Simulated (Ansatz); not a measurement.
Write a Python script for the Python package of Ansatz (0.2.0) that makes a G0W0 quasiparticle calculation of MgO, space group P-6m2. Settings: LDA, PAW, cutoff 517 eV, 6×6×6 k-points, fixed occupations.

```yaml
crystal:
  lattice:
    - [2.93802, 0.00000, 0.00000]
    - [-1.46901, 2.54440, 0.00000]
    - [0.00000, 0.00000, 2.67968]
  atoms:
    - { symbol: Mg, position: [0.00000, 0.00000, 0.00000] }
    - { symbol: O, position: [0.33333, 0.66667, 0.50000] }
```

`run_gw.py`:
```python
"""Quasiparticle gap of MgO by G0W0."""

import ansatz

xtal = (
    ansatz.Lattice.from_parameters(2.938021, 2.938021, 2.67968, alpha=90.0, beta=90.0, gamma=120.0)
    .atom("Mg", (0.0, 0.0, 0.0))
    .atom("O", (1 / 3, 2 / 3, 0.5))
)

setup = (
    xtal.calculation()
    .functional("lda")
    .basis(38 * ansatz.Ry)
    .kpoints(mesh=(6, 6, 6))
    .occupations("fixed")
    .gw(empty_bands=80, screening_cutoff=150, quasiparticle_bands=("v2", "c2"))
)
events = []
result = setup.session().plan().execute(on_event=events.append, runs_dir="gw_run")
gw = next(e["data"] for e in events if e["event"] == "gw_qp")
top = gw["frontier_bands"]["highest_filled_band"]
print(" k band    E_KS   Sigma_x  Sigma_c     Vxc      Z    E_QP (eV)")
for qp in gw["qp"]:
    print(f"{qp['ik']:2d} {qp['band']:4d} {qp['eps_ks_ev']:7.3f} {qp['sigma_x_ev']:9.3f} {qp['sigma_c_at_ks_ev']:8.3f} {qp['vxc_ev']:8.3f} {qp['z']:6.3f} {qp['e_qp_ev']:8.3f}")
for key, label in (("eps_ks_ev", "Kohn-Sham"), ("e_qp_ev", "G0W0")):
    filled = max(qp[key] for qp in gw["qp"] if qp["band"] <= top)
    empty = min(qp[key] for qp in gw["qp"] if qp["band"] > top)
    print(f"{label} gap on the mesh: {empty - filled:.3f} eV")
print("static dielectric eigenvalues (RPA, this mesh):", [round(e, 3) for e in gw["screening"][0]["eps_tensor_eigenvalues"]])
```

```console
$ python run_gw.py
 k band    E_KS   Sigma_x  Sigma_c     Vxc      Z    E_QP (eV)
 0    7   6.941   -25.663    3.995  -20.410  0.791    5.951
 0    8   7.139   -25.914    3.995  -20.663  0.792    6.150
 0    9  10.491    -9.556   -3.327  -14.172  0.847   11.578
 0   10  19.189    -3.919   -4.567  -10.157  0.854   20.606
 1    7   7.062   -25.779    3.999  -20.538  0.791    6.085
 1    8   7.062   -25.779    3.999  -20.538  0.791    6.085
 1    9  11.796   -10.685   -3.233  -15.363  0.838   13.001
 1   10  19.302    -5.670   -4.629  -12.176  0.840   20.865
 2    7   7.318   -26.031    4.004  -20.823  0.791    6.371
 2    8   7.318   -26.031    4.004  -20.823  0.791    6.371
 2    9  13.785    -9.821   -3.738  -15.249  0.835   15.188
 2   10  18.254    -8.033   -4.586  -14.671  0.827   19.932
 3    7   7.453   -26.172    4.007  -20.983  0.791    6.523
 3    8   7.453   -26.172    4.007  -20.983  0.791    6.523
 3    9  15.700    -8.114   -4.149  -13.958  0.845   17.122
 3   10  16.405    -9.937   -4.307  -16.382  0.816   18.126
 4    7   6.747   -25.527    4.021  -20.201  0.791    5.720
 4    8   7.224   -25.991    4.006  -20.741  0.792    6.244
 4    9  11.883   -10.686   -3.254  -15.400  0.837   13.099
 4   10  18.980    -4.800   -4.641  -11.220  0.848   20.478
 5    7   6.097   -24.862    4.052  -19.376  0.792    4.969
 5    8   6.867   -25.628    4.022  -20.318  0.791    5.854
 5    9  12.869   -11.168   -3.316  -16.099  0.831   14.204
 5   10  19.096    -5.440   -4.669  -11.952  0.843   20.637
 6    7   6.244   -24.822    3.990  -19.429  0.792    5.139
 6    8   7.121   -25.854    4.025  -20.581  0.791    6.140
 6    9  14.390   -10.087   -3.768  -15.657  0.829   15.875
 6   10  18.246    -7.176   -4.566  -13.670  0.834   19.840
 7    7   6.470   -25.137    4.013  -19.750  0.792    5.389
 7    8   7.256   -25.983    4.027  -20.729  0.791    6.292
 7    9  15.605    -8.545   -4.171  -14.610  0.828   17.158
 7   10  16.871    -8.657   -4.267  -14.809  0.841   18.435
 8    7   6.388   -25.314    4.071  -19.856  0.791    5.297
 8    8   7.402   -26.157    4.024  -20.918  0.792    6.445
 8    9  13.547    -8.694   -3.784  -14.057  0.840   14.865
 8   10  17.827    -7.614   -4.525  -14.163  0.836   19.501
 9    7   6.191   -24.984    4.040  -19.528  0.793    5.076
 9    8   6.506   -25.389    4.069  -19.951  0.791    5.430
 9    9  14.084    -8.812   -3.803  -14.262  0.835   15.452
 9   10  17.896    -7.504   -4.527  -14.034  0.838   19.559
10    7   4.641   -23.914    4.205  -18.028  0.789    3.319
10    8   6.755   -25.564    4.069  -20.169  0.791    5.713
10    9  14.330    -7.478   -3.960  -13.051  0.839   15.676
10   10  18.104    -6.975   -4.506  -13.377  0.844   19.689
11    7   4.873   -24.033    4.168  -18.204  0.790    3.573
11    8   6.888   -25.668    4.070  -20.295  0.791    5.864
11    9  14.012    -6.203   -4.057  -11.769  0.848   15.284
11   10  18.532    -7.473   -4.513  -13.933  0.837   20.147
12    7   6.221   -25.226    4.093  -19.711  0.791    5.104
12    8   7.496   -26.249    4.033  -21.017  0.791    6.552
12    9  13.998    -6.610   -4.013  -12.092  0.849   15.238
12   10  17.895   -10.664   -4.581  -17.671  0.815   19.849
13    7   6.338   -25.290    4.091  -19.796  0.791    5.235
13    8   6.389   -25.281    4.069  -19.824  0.792    5.297
13    9  14.368    -6.514   -4.038  -12.049  0.845   15.626
13   10  17.502    -9.524   -4.460  -16.208  0.830   19.326
14    7   4.594   -24.303    4.272  -18.375  0.788    3.293
14    8   6.584   -25.442    4.090  -19.992  0.791    5.515
14    9  13.944    -5.847   -4.064  -11.361  0.849   15.168
14   10  17.676    -7.129   -4.420  -13.434  0.846   19.257
15    7   4.166   -23.613    4.257  -17.585  0.783    2.780
15    8   6.716   -25.535    4.092  -20.106  0.790    5.665
15    9  13.184    -5.010   -4.089  -10.449  0.857   14.337
15   10  18.762    -5.920   -4.464  -12.145  0.849   20.245
16    7   6.132   -24.795    4.015  -19.352  0.792    5.009
16    8   7.357   -26.114    4.020  -20.871  0.792    6.394
16    9  13.436   -10.154   -3.607  -15.423  0.833   14.812
16   10  18.097    -6.586   -4.533  -13.029  0.842   19.690
17    7   6.119   -24.905    4.041  -19.435  0.793    4.994
17    8   6.279   -24.944    4.026  -19.511  0.792    5.173
17    9  14.032   -10.273   -3.649  -15.669  0.829   15.471
17   10  18.385    -6.706   -4.582  -13.230  0.840   20.003
18    7   5.141   -24.103    4.115  -18.387  0.793    3.887
18    8   6.586   -25.248    4.039  -19.852  0.791    5.519
18    9  14.544    -8.504   -3.908  -14.130  0.834   15.964
18   10  18.703    -7.634   -4.631  -14.307  0.834   20.387
19    7   5.405   -24.379    4.111  -18.700  0.791    4.174
19    8   6.752   -25.439    4.052  -20.057  0.791    5.706
19    9  14.532    -6.867   -4.075  -12.557  0.845   15.881
19   10  18.505    -8.867   -4.550  -15.541  0.827   20.244
20    7   5.379   -23.985    4.013  -18.415  0.793    4.152
20    8   7.496   -26.252    4.033  -21.019  0.791    6.552
20    9  14.813    -8.340   -3.969  -14.002  0.835   16.218
20   10  17.821    -9.476   -4.494  -16.210  0.826   19.651
21    7   5.554   -24.156    4.020  -18.604  0.792    4.348
21    8   6.401   -25.312    4.079  -19.847  0.792    5.311
21    9  14.907    -7.972   -3.994  -13.648  0.834   16.302
21   10  17.951    -9.306   -4.498  -16.038  0.829   19.785
22    7   4.619   -24.285    4.273  -18.355  0.788    3.321
22    8   5.955   -24.628    4.061  -19.093  0.792    4.797
22    9  14.243    -6.293   -4.056  -11.854  0.846   15.507
22   10  18.447    -8.109   -4.547  -14.768  0.836   20.198
23    7   4.530   -23.803    4.212  -17.874  0.787    3.177
23    8   6.166   -24.902    4.087  -19.373  0.791    5.033
23    9  13.581    -5.175   -4.110  -10.664  0.856   14.754
23   10  19.352    -6.277   -4.703  -12.954  0.846   21.005
24    7   3.840   -22.306    4.033  -16.462  0.782    2.413
24    8   7.545   -26.304    4.038  -21.075  0.791    6.608
24    9  15.861    -8.647   -4.114  -14.634  0.825   17.389
24   10  18.607   -10.545   -4.610  -17.675  0.817   20.648
25    7   4.098   -22.512    4.027  -16.706  0.791    2.698
25    8   6.502   -25.463    4.095  -19.998  0.791    5.425
25    9  15.480    -7.850   -4.102  -13.702  0.830   16.925
25   10  18.650   -10.301   -4.611  -17.397  0.821   20.665
26    7   4.697   -23.175    4.076  -17.408  0.791    3.370
26    8   4.775   -24.537    4.293  -18.615  0.788    3.497
26    9  14.405    -5.796   -4.122  -11.382  0.846   15.639
26   10  18.321    -8.159   -4.553  -14.871  0.839   20.116
27    7   5.029   -24.339    4.176  -18.532  0.790    3.746
27    8   5.057   -23.739    4.145  -17.950  0.791    3.763
27    9  13.720    -4.584   -4.183  -10.087  0.856   14.839
27   10  17.775    -6.330   -4.515  -12.734  0.853   19.377
Kohn-Sham gap on the mesh: 2.946 eV
G0W0 gap on the mesh: 4.970 eV
static dielectric eigenvalues (RPA, this mesh): [3.408, 3.408, 3.568]
```

Caveats:
- Absolute energies stand on the zero of these potentials, so only differences at equal settings mean something. A total without «per atom» is that of the whole cell that was run.
- This cell is a computed structure, which may not be the phase found in nature.
- Mesh, empty bands and screening cutoff are small, so the quasiparticle gap isn't converged, and it is read on the mesh points alone. Spin-orbit coupling is left out, which matters for heavy elements.
- Run time: 100 s on 1 thread of Arm Neoverse V1, with other jobs on the host, peak memory 0.48 GiB.
